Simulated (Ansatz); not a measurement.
Space group Im-3m (No. 229). a = 3.210 Å, b = 3.210 Å, c = 3.210 Å, α = 90.00°, β = 90.00°, γ = 90.00°
```csv
atom,site,symmetry,x,y,z
Ti,2a,m-3m,0.0000,0.0000,0.0000
```

Equation of state of this Ti structure (not necessarily the ground state), with shape and atoms relaxed at each volume where symmetry leaves them free. It has no gap at any of these volumes. Theory: DFT PBEsol, scalar-relativistic, plane waves, PAW (Ansatz 0.2.0).

Cutoff 420 eV; k points 18×18×18 on the computed 1-atom cell (Γ-centred); Gaussian smearing, width 0.10 eV; no spin polarisation.

```json
{"V (Å³/atom)": "14.557", "E − E(largest V) (meV/atom)": "47.81", "P (GPa)": "17.59"}
{"V (Å³/atom)": "15.053", "E − E(largest V) (meV/atom)": "2.00", "P (GPa)": "12.36"}
{"V (Å³/atom)": "15.549", "E − E(largest V) (meV/atom)": "-28.69", "P (GPa)": "7.72"}
{"V (Å³/atom)": "16.045", "E − E(largest V) (meV/atom)": "-45.97", "P (GPa)": "3.61"}
{"V (Å³/atom)": "16.542", "E − E(largest V) (meV/atom)": "-51.35", "P (GPa)": "-0.01"}
{"V (Å³/atom)": "17.038", "E − E(largest V) (meV/atom)": "-46.20", "P (GPa)": "-3.20"}
{"V (Å³/atom)": "17.534", "E − E(largest V) (meV/atom)": "-31.78", "P (GPa)": "-6.00"}
{"V (Å³/atom)": "18.196", "E − E(largest V) (meV/atom)": "0.00", "P (GPa)": "-9.21"}
```

Q: Fit a third-order Birch–Murnaghan equation to E(V).

A: V0 = 16.54 Å³/atom, B0 = 113 GPa, B0' = 3.1.

This bcc form isn't the element's structure at ambient conditions.